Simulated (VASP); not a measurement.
# PbS (R3m) in VASP: notebook

The runs below take PbS through core levels, phonons, with LDA.

All numbers are computed with VASP 6.6.1; they aren't measurements. Logs are shortened: lines on timing, memory, paths and dates and some standing lists are left out, and cuts for length are marked.

## (1) The structure

It takes space group R3m (No. 160, trigonal). Conventional cell: a = 4.225 Å, b = 4.225 Å, c = 10.356 Å, α = 90.00°, β = 90.00°, γ = 120.00°. Pb (site symmetry 3m) is surrounded by 6 S at 2.96 to 3.02 Å. Around S (site symmetry 3m) lie 6 Pb at 2.96 to 3.02 Å.

The cell is a database's computed one.

## (2) Core levels, LDA

The input, INCAR:

```
SYSTEM = PbS
PREC     = Accurate       ! precision mode
ENCUT    = 520            ! plane-wave cutoff, eV
EDIFF    = 1E-6           ! SCF threshold, eV
ISMEAR   = 0              ! smearing method
SIGMA    = 0.02           ! smearing width, eV
LREAL    = .FALSE.        ! projectors in reciprocal space
LASPH    = .TRUE.         ! aspherical terms in the spheres
NELM     = 100            ! most SCF steps
ALGO     = Normal         ! electronic algorithm
ISIF     = 2              ! what is computed and relaxed
LWAVE    = .FALSE.        ! write WAVECAR
LCHARG   = .FALSE.        ! write CHGCAR
ICORELEVEL= 1
```

The input, KPOINTS:

```
Automatic mesh
0
G
  8 8 8
  0 0 0
```

The input, POSCAR:

```
PbS
1.0
    2.1126617058      1.2197458045      3.4519162518
   -2.1126617058      1.2197458045      3.4519162518
    0.0000000000     -2.4394916091      3.4519162518
Pb S
1 1
Direct
    0.9805657800      0.9805657800      0.9805657800
    0.4750355500      0.4750355500      0.4750355500
```

Potentials or basis: VASP PAW LDA potentials, release 64 (Pb_d, S).

Launch:

```sh
> cat potpaw_LDA.64/Pb_d/POTCAR potpaw_LDA.64/S/POTCAR > POTCAR
> mpirun -np 1 vasp_std > vasp.out
```

OUTCAR:

```text
SYSTEM = PbS
   PREC = Accurate
   ENCUT = 520
   EDIFF = 1E-6
   ISMEAR = 0
   LREAL = .FALSE.
   LASPH = .TRUE.
   NELM = 100
   ISIF = 2

 ion  position               nearest neighbor table
   1  0.981  0.981  0.981-   2 2.96   2 2.96   2 2.96   2 3.02   2 3.02   2 3.02
   2  0.475  0.475  0.475-   1 2.96   1 2.96   1 2.96   1 3.02   1 3.02   1 3.02

  LATTYP: Found a trigonal (rhomboedric) cell.
 ALAT       =     4.2269191050
 COS(alpha) =     0.5003774362

  Lattice vectors:

 A1 = (   2.1126617058,   1.2197458045,   3.4519162518)
 A2 = (  -2.1126617058,   1.2197458045,   3.4519162518)
 A3 = (   0.0000000000,  -2.4394916091,   3.4519162518)

Analysis of symmetry for initial positions (statically):
=====================================================================
 Subroutine PRICEL returns:
 Original cell was already a primitive cell.

 Routine SETGRP: Setting up the symmetry group for a
 trigonal (rhombohedral) supercell.

 Subroutine GETGRP returns: Found  6 space group operations
 (whereof  6 operations were pure point group operations)
 out of a pool of 12 trial point group operations.

The static configuration has the point symmetry C_3v.

Analysis of symmetry for dynamics (positions and initial velocities):
=====================================================================
 Subroutine PRICEL returns:
 Original cell was already a primitive cell.

 Routine SETGRP: Setting up the symmetry group for a
 trigonal (rhombohedral) supercell.

 Subroutine GETGRP returns: Found  6 space group operations
 (whereof  6 operations were pure point group operations)
 out of a pool of 12 trial point group operations.

The dynamic configuration has the point symmetry C_3v.

 Subroutine INISYM returns: Found  6 space group operations
 (whereof  6 operations are pure point group operations),
 and found     1 'primitive' translations

----------------------------------------------------------------------------------------

                                     Primitive cell

  volume of cell :      53.3717

  direct lattice vectors                    reciprocal lattice vectors
     2.112661706  1.219745805  3.451916252     0.236668274  0.136640492  0.096564722
    -2.112661706  1.219745805  3.451916252    -0.236668274  0.136640492  0.096564722
     0.000000000 -2.439491609  3.451916252     0.000000000 -0.273280984  0.096564722

  length of vectors
     4.226919105  4.226919105  4.226919105     0.289840028  0.289840028  0.289840028

  position of ions in fractional coordinates (direct lattice)
     0.980565780  0.980565780  0.980565780
     0.475035550  0.475035550  0.475035550

  ion indices of the primitive-cell ions
   primitive index   ion index
                 1           1
                 2           2

----------------------------------------------------------------------------------------

 KPOINTS: Automatic mesh

Automatic generation of k-mesh.
 Grid dimensions read from file:
 generate k-points for:    8    8    8

 Generating k-lattice:

  Cartesian coordinates                     Fractional coordinates (reciprocal lattice)
     0.029583534  0.017080061  0.012070590     0.125000000  0.000000000  0.000000000
    -0.029583534  0.017080061  0.012070590     0.000000000  0.125000000  0.000000000
     0.000000000 -0.034160123  0.012070590     0.000000000  0.000000000  0.125000000

  Length of vectors
     0.036230003  0.036230003  0.036230003

  Shift w.r.t. Gamma in fractional coordinates (k-lattice)
     0.000000000  0.000000000  0.000000000

 Subroutine IBZKPT returns following result:
 ===========================================

 Found     65 irreducible k-points:

 Following reciprocal coordinates:
            Coordinates               Weight
  0.000000  0.000000  0.000000      1.000000
  0.125000  0.000000  0.000000      6.000000
  0.250000  0.000000  0.000000      6.000000
  0.375000 -0.000000  0.000000      6.000000
  0.500000  0.000000  0.000000      3.000000
  0.125000  0.125000  0.000000      6.000000
[... 16 lines left out ...]
  0.250000  0.125000  0.125000      6.000000
  0.375000  0.125000  0.125000      6.000000
 [... further k-points ...]
   k-points           NKPTS =     65   k-points in BZ     NKDIM =     65   number of bands    NBANDS=     14
   number of dos      NEDOS =    301   number of ions     NIONS =      2
   total plane-waves  NPLWV =  32768
   dimension x,y,z NGX =    32 NGY =   32 NGZ =   32
   dimension x,y,z NGXF=    64 NGYF=   64 NGZF=   64
   ions per type =               1   1
   NGX,Y,Z   is equivalent  to a cutoff of  12.59, 12.59, 12.59 a.u.
   NGXF,Y,Z  is equivalent  to a cutoff of  25.17, 25.17, 25.17 a.u.
 SYSTEM =  PbS
   PREC   = accura    normal or accurate (medium, high low for compatibility)
   ISTART =      0    job   : 0-new  1-cont  2-samecut
   ICHARG =      2    charge: 1-file 2-atom 10-const
   ISPIN  =      1    spin polarized calculation?
   LNONCOLLINEAR =      F non collinear calculations
   LSORBIT =      F    spin-orbit coupling
   LASPH  =      T    aspherical Exc in radial PAW
   ENCUT  =  520.0 eV  38.22 Ry    6.18 a.u.   7.86  7.86  7.86*2*pi/ulx,y,z
   NELM   =    100;   NELMIN=  2; NELMDL= -5     # of ELM steps
   EDIFF  = 0.1E-05   stopping-criterion for ELM
   LREAL  =      F    real-space projection
   EDIFFG = 0.1E-04   stopping-criterion for IOM
   NSW    =      0    number of steps for IOM
   IBRION =     -1    ionic relax: 0-MD 1-quasi-New 2-CG
   NFREE  =      0    steps in history (QN), initial steepest desc. (CG)
   ISIF   =      2    stress and relaxation
   ISYM   =      2    0-nonsym 1-usesym 2-fastsym
   POTIM  = 0.5000    time-step for ionic-motion
   TEBEG  =    0.0;   TEEND  =   0.0 temperature during run
   PSTRESS=    0.0 pullay stress
   NELECT =      20.0000    total number of electrons
   NUPDOWN=      -1.0000    fix difference up-down
   EMIN   =  10.00;   EMAX   =-10.00  energy-range for DOS
   EFERMI =   0.00;   METHOD = LEGACY
   ISMEAR =     0;   SIGMA  =   0.02  broadening in eV -4-tet -1-fermi 0-gaus
   EFERMI_NEDOS =   21; number of points for ismear=-14 and -15
   IALGO  =     38    algorithm
   IMIX   =      4    mixing-type and parameters
     AMIX     =   0.40;   BMIX     =  1.00
     AMIX_MAG =   1.60;   BMIX_MAG =  1.00
  volume/ion in A,a.u.               =      26.69       180.08
  Fermi-wavevector in a.u.,A,eV,Ry     =   1.180270  2.230386 18.953411  1.393036
  Thomas-Fermi vector in A             =   2.316565
   LORBIT       =      0    0 simple, 1 ext, 2 COOP (PROOUT), +10 PAW based schemes
   GGA     = CA    functional components
   LHFCALC =     F    Hartree Fock is set to
   AEXX    =    0.0000 exact exchange contribution
   IVDW    =     0    specifies the selected vdW correction
   LEPSILON=     F    determine dielectric tensor
   LRPA    =     F    only Hartree local field effects (RPA)
 non-spin polarized calculation
 Gauss-broadening in eV      SIGMA  =   0.02
  energy-cutoff  :      520.00
  volume of cell :       53.37
 maximum number of plane-waves:      1459
   NGX = 15   NGY = 15   NGZ = 15

 number of electron      20.0000002 magnetization

 Free energy of the ion-electron system (eV)
  ---------------------------------------------------
  ext. energy  EPLUGINS =         0.00000000
  ---------------------------------------------------
  free energy    TOTEN  =        -9.95936359 eV

  energy without entropy =       -9.95936359  energy(sigma->0) =       -9.95936359

 the core state eigenenergies are
   1-  1s -87445.5880  2s -15646.6760  2p -13440.2222  3s  -3750.7119  3p  -3117.0267
       3d  -2469.2522  4s   -840.7499  4p   -632.6734  4d   -391.3561  4f   -123.7460
       5s   -133.6861  5p    -75.7163
   2-  1s  -2381.0919  2s   -198.6482  2p   -144.5287

 E-fermi :   5.3629     XC(G=0):  -9.9252

 val. band max:        5.2667756412   @ k =   0.5000   0.0000   0.0000
 cond. band min:       5.5724828578   @ k =   0.5000   0.0000   0.0000
 fundamental gap:      0.3057072166
 Fermi energy:         5.3629335955

 k-point     1 :       0.0000    0.0000    0.0000
  band No.  band energies     occupation
      1     -11.4384      2.00000
      2     -11.4381      2.00000
      3     -11.4381      2.00000
      4     -11.4288      2.00000
      5     -11.4288      2.00000
      6      -8.0741      2.00000
      7      -0.8223      2.00000
      8       3.2444      2.00000
      9       3.2444      2.00000
     10       3.2483      2.00000
     11      10.2692      0.00000
     12      10.2941      0.00000
     13      10.2941      0.00000
     14      12.0144      0.00000

 k-point     2 :       0.1250    0.0000    0.0000
  band No.  band energies     occupation
      1     -11.4376      2.00000
      2     -11.4366      2.00000
      3     -11.4365      2.00000
      4     -11.4281      2.00000
      5     -11.4281      2.00000
      6      -7.9424      2.00000
      7      -1.2390      2.00000
      8       3.2843      2.00000
      9       3.2873      2.00000
     10       3.5462      2.00000
     11       9.1153      0.00000
     12       9.5713      0.00000
     13       9.5722      0.00000
     14      11.8797      0.00000

 k-point     3 :       0.2500    0.0000    0.0000
  band No.  band energies     occupation
      1     -11.4452      2.00000
      2     -11.4447      2.00000
      3     -11.4359      2.00000
      4     -11.4146      2.00000
      5     -11.4144      2.00000
      6      -7.5763      2.00000
      7      -2.1562      2.00000
      8       3.3984      2.00000
      9       3.4016      2.00000
     10       4.1478      2.00000
     11       7.5308      0.00000
     12       8.4098      0.00000
     13       8.4119      0.00000
     14      12.0322      0.00000
[... 205 lines left out ...]
 k-point    16 :      -0.3750    0.2500    0.0000
  band No.  band energies     occupation
      1     -11.4957      2.00000
      2     -11.4380      2.00000
      3     -11.4240      2.00000
      4     -11.4095      2.00000
      5     -11.3956      2.00000
      6      -6.6032      2.00000
      7      -3.0676      2.00000
      8       1.3814      2.00000
      9       3.0321      2.00000
     10       3.7324      2.00000
     11       7.3658      0.00000
     12       8.2070      0.00000
     13       9.6066      0.00000
     14      13.0042      0.00000

 k-point    17 :      -0.2500    0.2500    0.0000
  band No.  band energies     occupation
      1     -11.4723      2.00000
      2     -11.4436      2.00000
      3     -11.4245      2.00000
      4     -11.4086      2.00000
      5     -11.4079      2.00000
      6      -6.9141      2.00000
      7      -2.8738      2.00000
      8       1.7082      2.00000
      9       3.5039      2.00000
     10       4.5022      2.00000
     11       6.6341      0.00000
     12       7.6462      0.00000
     13       9.4459      0.00000

------------------------ aborting loop because EDIFF is reached ----------------------------------------

  FORCE on cell =-STRESS in cart. coord.  units (eV):
  Direction    XX          YY          ZZ          XY          YZ          ZX
  --------------------------------------------------------------------------------------
  -------------------------------------------------------------------------------------
  Total       -1.2247414     -1.2247414     -1.2177990      0.0000000      0.0000000      0.0000000
  in kB      -36.7658140    -36.7658140    -36.5574085      0.0000000      0.0000000      0.0000000
  external PRESSURE =     -36.6963455 kB  Pullay stress =       0.0000000 kB

 VOLUME and BASIS-vectors are now :
 -----------------------------------------------------------------------------
  energy-cutoff  :      520.00
  volume of cell :       53.37
      direct lattice vectors                 reciprocal lattice vectors
     2.112661706  1.219745805  3.451916252     0.236668274  0.136640492  0.096564722
    -2.112661706  1.219745805  3.451916252    -0.236668274  0.136640492  0.096564722
     0.000000000 -2.439491609  3.451916252     0.000000000 -0.273280984  0.096564722

 POSITION                                       TOTAL-FORCE (eV/Angst)
 -----------------------------------------------------------------------------------
      0.00000     -0.00000     10.15449         0.000000     -0.000000      0.003762
      0.00000     -0.00000      4.91935         0.000000      0.000000     -0.003762
 -----------------------------------------------------------------------------------
    total drift:                                0.000000     -0.000000     -0.000678

  FREE ENERGIE OF THE ION-ELECTRON SYSTEM (eV)
  ---------------------------------------------------
  free  energy   TOTEN  =        -9.9593635905 eV

  energy  without entropy=       -9.9593635905  energy(sigma->0) =       -9.95936359
```

Run time: 15 s. Hardware: 1 thread of Intel Xeon 6975P-C (Granite Rapids), shared host; peak memory 0.18 GiB.

Results:

```
Free energy            : -9.9594 eV
Pressure               : -3.7 GPa
Largest force          : 0.004 eV/Å
Band gap on the k mesh : 0.31 eV, direct
```

Forces on the atoms (eV/Å):
```
Pb   0.000  0.000  0.004
S    0.000  0.000 -0.004
```

Levels at points of the mesh, in eV from the valence-band top:
```csv
k point,band 6,band 7,band 8,band 9,band 10,band 11,band 12,band 13,band 14
"(0.00, 0.00, 0.00)",-13.34,-6.09,-2.02,-2.02,-2.02,5.00,5.03,5.03,6.75
"(0.50, 0.00, 0.00)",-12.11,-8.77,-1.64,-1.64,0.00,0.31,1.92,1.92,8.47
"(0.50, 0.50, 0.00)",-11.71,-7.22,-5.03,-3.29,-3.28,3.83,5.42,5.51,5.53
"(0.50, 0.50, 0.50)",-12.11,-8.76,-1.64,-1.64,-0.05,0.35,1.92,1.92,8.46
```

Core levels (eV, on the scale of the bands):
```
atom                                                                                                                                      levels
1 Pb  1s -87445.6, 2s -15646.7, 2p -13440.2, 3s -3750.7, 3p -3117.0, 3d -2469.3, 4s -840.7, 4p -632.7, 4d -391.4, 4f -123.7, 5s -133.7, 5p -75.7
 2 S                                                                                                            1s -2381.1, 2s -198.6, 2p -144.5
```

Caveat: spin-orbit coupling is left out, which as a rule narrows the gap of such compounds by several tenths of an eV. A k mesh can miss the band edges.

(Part 1 of 2 ends here.)
